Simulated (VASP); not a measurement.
Set up this calculation in VASP 6.6.1, as the native input.

```
Task                   : single point
Functional             : PBE
Potentials or basis    : VASP PAW PBE potentials, release 64 (C)
Cutoff                 : 520 eV
k mesh                 : 7 × 7 × 11
Occupations            : fermi-dirac, width 0.05 eV
Spin                   : no spin polarisation
Further INCAR settings : ALGO = Normal; EDIFF = 1e-07; NBANDS = 26
```

The structure of C lies in POSCAR:

```
C
1.0
    2.1152112750     -4.3593114900      0.0000000000
    2.1152112750      4.3593114900      0.0000000000
    0.0000000000      0.0000000000      2.4995961300
C
8
Direct
    0.2120120000      0.3985460000      0.4837380000
    0.7747670000      0.5878500000      0.4925580000
    0.5960820000      0.7653020000      0.5166980000
    0.4176080000      0.2271930000      0.5032270000
    0.9654120000      0.6453150000      0.0069510000
    0.0117150000      0.3501330000     -0.0265430000
    0.3504360000      0.0130310000     -0.0105400000
    0.6415950000      0.9769900000     -0.0147910000
```

This isn't the form of C at room conditions, which is graphite.

The cell isn't the ideal one: atoms moved at random, drawn with an rms of 0.05 Å.

The input as run:

INCAR

```
SYSTEM = C
ALGO = Normal
EDIFF = 1E-7
ENCUT = 520
GGA = PE
ISIF = 2
ISMEAR = -1
LASPH = .True.
LCHARG = .True.
LELF = .True.
LREAL = .False.
LVHAR = .True.
LWAVE = .False.
NBANDS = 26
NELM = 80
PREC = Accurate
SIGMA = 0.05
```

KPOINTS

```
k-points
0
Gamma
  7 7 11
  0 0 0
```

Potentials or basis: VASP PAW PBE potentials, release 64 (C).

Command:

```sh
$ cat potpaw_PBE.64/C/POTCAR > POTCAR
$ mpirun -np 1 vasp_std > vasp.out
```

Results of the run:

```
Pressure               : 10.4 GPa
Largest force          : 4.322 eV/Å
Band gap on the k mesh : 3.04 eV, indirect (least direct gap 4.33 eV)
```

Caveat: an odd mesh through Γ misses points on the zone boundary, where band edges often lie.

It took 3.7 min on 1 thread of Intel(R) Xeon(R) Platinum 8375C CPU @ 2.90GHz (Ice Lake), on a shared host, peak memory 0.32 GiB.
